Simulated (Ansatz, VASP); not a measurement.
## SrCl2 in VASP and in Ansatz

Contents of POSCAR:

```
SrCl2
1.0
    4.4072489239      0.0000000000      0.0000000000
   -2.2036244619      3.8167895289      0.0000000000
    0.0000000000      0.0000000000      5.5960649219
Sr Cl
1 2
Direct
    0.0000000000      0.0000000000      0.0000000000
    0.3333333333      0.6666666667      0.2486950223
    0.6666666667      0.3333333333      0.7513049777
```

Contents of INCAR.step1:

```
SYSTEM = SrCl2
  PREC = Accurate
  ENCUT = 520
  ISMEAR = 0
  SIGMA = 0.01
  LREAL = .FALSE.
  LASPH = .TRUE.
  NELM = 60
  NBANDS = 19
  GGA = PE
  ALGO = Normal
  EDIFF = 1E-4
  LWAVE = .TRUE.
  LCHARG = .FALSE.
```

INCAR.step2

```
SYSTEM = SrCl2
  PREC = Accurate
  ENCUT = 520
  EDIFF = 1E-6
  ISMEAR = 0
  SIGMA = 0.01
  LREAL = .FALSE.
  LASPH = .TRUE.
  NELM = 60
  ALGO = Normal
  ISIF = 2
  LWAVE = .FALSE.
  LCHARG = .FALSE.
  METAGGA = R2SCAN
  LMIXTAU = .TRUE.
  NBANDS = 19
  ISTART = 1
```

Contents of KPOINTS:

```
Automatic mesh
0
G
  6 6 6
  0 0 0
```

Input for Ansatz:

```yaml
crystal:
  lattice:
    - [4.4072489239, 0.0, 0.0]
    - [-2.2036244619, 3.8167895289, 0.0]
    - [0.0, 0.0, 5.5960649219]
  atoms:
    - { symbol: Sr, position: [0.0, 0.0, 0.0] }
    - { symbol: Cl, position: [0.3333333333, 0.6666666667, 0.2486950223] }
    - { symbol: Cl, position: [0.6666666667, 0.3333333333, 0.7513049777] }
kpoints:
  mp_grid: { grid: [6, 6, 6] }
  band_path:
    path:
      - [0.0, 0.0, 0.0]
      - [0.5, 0.0, 0.0]
      - [0.3333333333, 0.3333333333, 0.0]
      - [0.0, 0.0, 0.5]
      - [0.5, 0.0, 0.5]
      - [0.3333333333, 0.3333333333, 0.5]
    npoints: 1
hamiltonian:
  xc: r2scan
scf:
  occupations: { method: fixed }
  n_extra_bands: 4
output:
  forces: true
  stress: true
  eigenvalues: true
```

Alike in both runs: task single point; functional r2SCAN; k mesh 6 × 6 × 6; no spin polarisation.

```csv
,VASP,Ansatz
version,VASP 6.6.1,Ansatz 0.2.0
potentials or method,"VASP PAW PBE potentials, release 64 (Sr_sv, Cl)","plane waves, PAW"
plane-wave cutoff (eV),520,500
occupations,"gaussian, width 0.01 eV",fixed
valence electrons in the cell,24,24
```

```tsv
	VASP	Ansatz	Ansatz less VASP
gap on the k mesh at the Fermi level (eV)	5.79	5.79	+0.001
pressure (GPa)	0.7	0.6	-0.05
rms of the force components (eV/Å)	0.006	0.003	-0.0037
```

Atom by atom the forces differ by 0.009 eV/Å (rms over components).

Caveats: the PAW data sets were made with another functional, which shifts forces and pressure a little (VASP). A k mesh can miss the band edges. r2SCAN opens gaps a little over a GGA but as a rule still falls short of measured ones.
